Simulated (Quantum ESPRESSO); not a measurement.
# V (P6_3/mmc) in Quantum ESPRESSO: settings compared, part 2 of 2

Quantum ESPRESSO 7.5.

## Step 3: Single point, LDA, collinear spin, ferromagnetic start, 13.04 Å³/atom

Contents of pw.in:

```
&CONTROL
  calculation = 'scf'
  prefix = 'pwscf'
  outdir = './tmp'
  pseudo_dir = './pseudo'
  tprnfor = .true.
  tstress = .true.
  disk_io = 'nowf'
/
&SYSTEM
  ibrav = 0
  nat = 2
  ntyp = 1
  ecutwfc = 45
  ecutrho = 360
  nbnd = 23
  occupations = 'smearing'
  smearing = 'fd'
  degauss = 0.00367493
  nspin = 2
  starting_magnetization(1) = 0.1538
/
&ELECTRONS
  conv_thr = 4d-10
  electron_maxstep = 120
  mixing_beta = 0.3
/
ATOMIC_SPECIES
V     50.9415 v_lda_v1.4.uspp.F.UPF
CELL_PARAMETERS angstrom
   2.5511303260    0.0000000000    0.0000000000
  -1.2755651630    2.2093436706    0.0000000000
   0.0000000000    0.0000000000    4.6269143324
ATOMIC_POSITIONS crystal
V      0.3333333333    0.6666666667    0.2500000000
V      0.6666666667    0.3333333333    0.7500000000
K_POINTS automatic
12 12 6 0 0 0
```

Potentials or basis: GBRV 1.5 LDA.

Run with:

```console
> OMP_NUM_THREADS=1 mpirun -n 2 pw.x -nk 2 -in pw.in > pw.out
```

pw.out:

```text
This program is part of the open-source Quantum ESPRESSO suite
     for quantum simulation of materials; please cite
         "P. Giannozzi et al., J. Phys.:Condens. Matter 21 395502 (2009);
         "P. Giannozzi et al., J. Phys.:Condens. Matter 29 465901 (2017);
         "P. Giannozzi et al., J. Chem. Phys. 152 154105 (2020);
     in publications or presentations arising from this work. More details at

     Message from routine setup:
     using ibrav=0 with symmetry is DISCOURAGED, use correct ibrav instead

     K-points division:     npool     =       2
     Subspace diagonalization in iterative solution of the eigenvalue problem:
     a serial algorithm will be used

     G-vector sticks info
     --------------------
     sticks:   dense  smooth     PW     G-vecs:    dense   smooth      PW
     Sum         583     295     91                20351     7207    1323

     Using Slab Decomposition

     bravais-lattice index     =            0
     lattice parameter (alat)  =       4.8209  a.u.
     unit-cell volume          =     175.9884 (a.u.)^3
     number of atoms/cell      =            2
     number of atomic types    =            1
     number of electrons       =        26.00
     number of Kohn-Sham states=           23
     kinetic-energy cutoff     =      45.0000  Ry
     charge density cutoff     =     360.0000  Ry
     scf convergence threshold =      4.0E-10
     mixing beta               =       0.3000
     number of iterations used =            8  plain     mixing
     Exchange-correlation=  SLA  PZ   NOGX NOGC
                           (   1   1   0   0   0   0   0)

     celldm(1)=   4.820938  celldm(2)=   0.000000  celldm(3)=   0.000000
[... 133 lines left out ...]
     Starting wfcs are   20 randomized atomic wfcs +    3 random wfcs

     Self-consistent Calculation

     iteration #  1     ecut=    45.00 Ry     beta= 0.30
     Davidson diagonalization with overlap
     ethr =  1.00E-02,  avg # of iterations =  3.5

     Threshold (ethr) on eigenvalues was too large:
     Diagonalizing with lowered threshold

     Davidson diagonalization with overlap
     ethr =  5.82E-04,  avg # of iterations =  1.0

     negative rho (up, down):  3.490E-04 6.680E-04
[... 139 lines left out ...]
     iteration # 13     ecut=    45.00 Ry     beta= 0.30
     Davidson diagonalization with overlap
     ethr =  3.18E-12,  avg # of iterations =  2.0

     negative rho (up, down):  6.744E-04 6.744E-04

     Magnetic moment per site  (integrated on atomic sphere of radius R)
     atom   1 (R=0.412)  charge= 11.2702  magn= -0.0000
     atom   2 (R=0.412)  charge= 11.2702  magn= -0.0000

     End of self-consistent calculation

     Number of k-points >= 100: set verbosity='high' to print the bands.

     the Fermi energy is    17.2547 ev

!    total energy              =    -290.12243433 Ry
     estimated scf accuracy    <          5.0E-11 Ry
     smearing contrib. (-TS)   =      -0.00162227 Ry
     internal energy E=F+TS    =    -290.12081206 Ry

     The total energy is F=E-TS. E is the sum of the following terms:
     one-electron contribution =     -89.94153125 Ry
     hartree contribution      =      57.82700813 Ry
     xc contribution           =     -38.90185896 Ry
     ewald contribution        =    -219.10442999 Ry

     total magnetization       =    -0.00 Bohr mag/cell
     absolute magnetization    =     0.00 Bohr mag/cell

     convergence has been achieved in  13 iterations

     negative rho (up, down):  6.744E-04 6.744E-04

     Forces acting on atoms (cartesian axes, Ry/au):

     atom    1 type  1   force =     0.00000000    0.00000000    0.00000000
     atom    2 type  1   force =     0.00000000    0.00000000    0.00000000

     Total force =     0.000000     Total SCF correction =     0.000000

     Computing stress (Cartesian axis) and pressure

     negative rho (up, down):  6.744E-04 6.744E-04
          total   stress  (Ry/bohr**3)                   (kbar)     P=      -24.41
  -0.00020655   0.00000000   0.00000000          -30.38        0.00        0.00
   0.00000000  -0.00020655   0.00000000            0.00      -30.38        0.00
   0.00000000   0.00000000  -0.00008466            0.00        0.00      -12.45

=------------------------------------------------------------------------------=
   JOB DONE.
=------------------------------------------------------------------------------=
```

Wall time 35 s (2 MPI ranks of Arm Neoverse V1, shared host); peak memory 0.22 GiB.

Results:

* Free energy: -3947.3168 eV
* Pressure: -2.4 GPa
* Band gap on the k mesh: none (metal or under the smearing width)
* Net moment: 0.00 μB per cell
* Absolute moment: 0.00 μB per cell
* Valence electrons inside the program's atomic spheres: V 11.27

## Step 4: Single point, LDA, collinear spin, ferromagnetic start, 13.32 Å³/atom

pw.in: that of step 3 with these lines changed.

```diff
@@ -30,5 +30,5 @@
 CELL_PARAMETERS angstrom
-   2.5511303260    0.0000000000    0.0000000000
-  -1.2755651630    2.2093436706    0.0000000000
-   0.0000000000    0.0000000000    4.6269143324
+   2.5690966245    0.0000000000    0.0000000000
+  -1.2845483122    2.2249029415    0.0000000000
+   0.0000000000    0.0000000000    4.6594993097
 ATOMIC_POSITIONS crystal
```

Run with:

```console
> OMP_NUM_THREADS=1 mpirun -n 2 pw.x -nk 2 -in pw.in > pw.out
```

It took 35 s on 2 MPI ranks of Arm Neoverse V1, shared host; peak memory 0.22 GiB.

Results (log left out):

* Free energy: -3947.3019 eV
* Pressure: -6.3 GPa
* Band gap on the k mesh: none (metal or under the smearing width)
* Net moment: 0.00 μB per cell
* Absolute moment: 0.00 μB per cell
* Valence electrons inside the program's atomic spheres: V 11.28

## Step 5: Single point, LDA, collinear spin, ferromagnetic start, 13.59 Å³/atom

pw.in: that of step 4 with these lines changed.

```diff
@@ -30,5 +30,5 @@
 CELL_PARAMETERS angstrom
-   2.5690966245    0.0000000000    0.0000000000
-  -1.2845483122    2.2249029415    0.0000000000
-   0.0000000000    0.0000000000    4.6594993097
+   2.5868150921    0.0000000000    0.0000000000
+  -1.2934075460    2.2402475846    0.0000000000
+   0.0000000000    0.0000000000    4.6916348032
 ATOMIC_POSITIONS crystal
```

Run with:

```console
> OMP_NUM_THREADS=1 mpirun -n 2 pw.x -nk 2 -in pw.in > pw.out
```

It took 36 s on 2 MPI ranks of Arm Neoverse V1, shared host; peak memory 0.22 GiB.

It converged, with:

```yaml
Free_energy: -3947.2742 eV
Pressure: -9.8 GPa
Band_gap_on_the_k_mesh: none (metal or under the smearing width)
Net_moment: 0.00 μB per cell
Absolute_moment: 0.00 μB per cell
Valence_electrons_inside_the_program's_atomic_spheres: V 11.30
```

## Step 6: Single point, LDA, collinear spin, ferromagnetic start, 13.87 Å³/atom

pw.in: that of step 5 with these lines changed.

```diff
@@ -30,5 +30,5 @@
 CELL_PARAMETERS angstrom
-   2.5868150921    0.0000000000    0.0000000000
-  -1.2934075460    2.2402475846    0.0000000000
-   0.0000000000    0.0000000000    4.6916348032
+   2.6042941027    0.0000000000    0.0000000000
+  -1.3021470513    2.2553848518    0.0000000000
+   0.0000000000    0.0000000000    4.7233360000
 ATOMIC_POSITIONS crystal
```

Potentials or basis: GBRV 1.5 LDA.

Run with:

```console
> OMP_NUM_THREADS=1 mpirun -n 2 pw.x -nk 2 -in pw.in > pw.out
```

Run time: 36 s. Hardware: 2 MPI ranks of Arm Neoverse V1, shared host; peak memory 0.22 GiB.

The run converged. Its results:

- Free energy: -3947.2352 eV
- Pressure: -12.9 GPa
- Band gap on the k mesh: none (metal or under the smearing width)
- Net moment: 0.00 μB per cell
- Absolute moment: 0.00 μB per cell
- Valence electrons inside the program's atomic spheres: V 11.31

## Step 7: Single point, LDA, collinear spin, ferromagnetic start, 14.15 Å³/atom

pw.in: that of step 6 with these lines changed.

```diff
@@ -30,5 +30,5 @@
 CELL_PARAMETERS angstrom
-   2.6042941027    0.0000000000    0.0000000000
-  -1.3021470513    2.2553848518    0.0000000000
-   0.0000000000    0.0000000000    4.7233360000
+   2.6215415862    0.0000000000    0.0000000000
+  -1.3107707930    2.2703216106    0.0000000000
+   0.0000000000    0.0000000000    4.7546172825
 ATOMIC_POSITIONS crystal
```

Run with:

```console
> OMP_NUM_THREADS=1 mpirun -n 2 pw.x -nk 2 -in pw.in > pw.out
```

Wall time 37 s (2 MPI ranks of Arm Neoverse V1, shared host); peak memory 0.22 GiB.

It converged, with:

| Quantity | Value |
| --- | --- |
| Free energy | -3947.1858 eV |
| Pressure | -15.7 GPa |
| Band gap on the k mesh | none (metal or under the smearing width) |
| Net moment | 0.00 μB per cell |
| Absolute moment | 0.00 μB per cell |
| Valence electrons inside the program's atomic spheres | V 11.32 |

## Step 8: Single point, LDA, collinear spin, ferromagnetic start, 14.43 Å³/atom

pw.in: that of step 7 with these lines changed.

```diff
@@ -30,5 +30,5 @@
 CELL_PARAMETERS angstrom
-   2.6215415862    0.0000000000    0.0000000000
-  -1.3107707930    2.2703216106    0.0000000000
-   0.0000000000    0.0000000000    4.7546172825
+   2.6385650605    0.0000000000    0.0000000000
+  -1.3192825302    2.2850643718    0.0000000000
+   0.0000000000    0.0000000000    4.7854922858
 ATOMIC_POSITIONS crystal
```

Run with:

```console
> OMP_NUM_THREADS=1 mpirun -n 2 pw.x -nk 2 -in pw.in > pw.out
```

Run time: 38 s. Hardware: 2 MPI ranks of Arm Neoverse V1, shared host; peak memory 0.24 GiB.

Results (log left out):

```yaml
Free_energy: -3947.1271 eV
Pressure: -18.3 GPa
Band_gap_on_the_k_mesh: none (metal or under the smearing width)
Net_moment: 0.00 μB per cell
Absolute_moment: 0.00 μB per cell
Valence_electrons_inside_the_program's_atomic_spheres: V 11.33
```

## Step 9: Single point, LDA, collinear spin, ferromagnetic start, 14.70 Å³/atom

pw.in: that of step 8 with these lines changed.

```diff
@@ -30,5 +30,5 @@
 CELL_PARAMETERS angstrom
-   2.6385650605    0.0000000000    0.0000000000
-  -1.3192825302    2.2850643718    0.0000000000
-   0.0000000000    0.0000000000    4.7854922858
+   2.6553716605    0.0000000000    0.0000000000
+  -1.3276858302    2.2996193144    0.0000000000
+   0.0000000000    0.0000000000    4.8159739502
 ATOMIC_POSITIONS crystal
```

Potentials or basis: GBRV 1.5 LDA.

Run with:

```console
> OMP_NUM_THREADS=1 mpirun -n 2 pw.x -nk 2 -in pw.in > pw.out
```

It took 40 s on 2 MPI ranks of Arm Neoverse V1, shared host; peak memory 0.24 GiB.

It converged, with:

| Quantity | Value |
| --- | --- |
| Free energy | -3947.0601 eV |
| Pressure | -20.5 GPa |
| Band gap on the k mesh | none (metal or under the smearing width) |
| Net moment | 0.00 μB per cell |
| Absolute moment | 0.00 μB per cell |
| Valence electrons inside the program's atomic spheres | V 11.34 |

## Step 10: Equation of state, LDA, collinear spin, ferromagnetic start

Potentials or basis: GBRV 1.5 LDA.

No new run: the results of the series are fitted here.

Results:

- Equilibrium volume: 12.88 Å³/atom (rough: see the caveat)
- Bulk modulus at fixed shape and positions: 201 GPa (rough)

Energy against volume, from the lowest point:
| volume (Å³/atom) | energy (meV/atom) |
| --- | --- |
| 13.039 | 0.00 |
| 13.317 | 7.48 |
| 13.594 | 21.30 |
| 13.872 | 40.83 |
| 14.149 | 65.53 |
| 14.427 | 94.86 |
| 14.704 | 128.35 |

Caveat: the minimum lies outside the volumes run; the cell was scaled at fixed shape and fractional positions, which overstates the stiffness of a crystal with free parameters, most of all of layers and chains.

## Step 11: The reference run

An earlier run on the cell as given: functional PBEsol; potentials or basis GBRV 1.5 PBEsol; cutoff 612 eV; density cutoff 4898 eV; k mesh 12 × 12 × 6; occupations fermi-dirac, width 0.05 eV; collinear spin, ferromagnetic start; starting moments [2.0, 2.0] μB.

- Pressure: -7.4 GPa
- Band gap on the k mesh: none (metal or under the smearing width)
- Net moment: 0.00 μB per cell
- Absolute moment: 0.00 μB per cell
- Valence electrons inside the program's atomic spheres: V 11.29

## Step 12: The runs side by side

| task | level | potentials or basis | form of the LDA correlation | gap on the mesh (eV) | pressure (GPa) | moment (μB) |
| --- | --- | --- | --- | --- | --- | --- |
| band structure | PBEsol | GBRV 1.5 PBEsol | - | none | -7.4 | 0.00 |
| equation of state | LDA | GBRV 1.5 LDA | PZ81 | - | - | - |
| single point | PBEsol | GBRV 1.5 PBEsol | - | none | -7.4 | 0.00 |

Alike in all rows: spin collinear, ferromagnetic start; cell as given; k mesh 12 × 12 × 6; cutoff (eV) 612; smearing fermi-dirac 0.05 eV.

Caveats: the minimum lies outside the volumes run (some runs); the cell was scaled at fixed shape and fractional positions, which overstates the stiffness of a crystal with free parameters, most of all of layers and chains (some runs).

Total energies depend on the potentials used, so only differences within one code and one set of settings carry meaning.
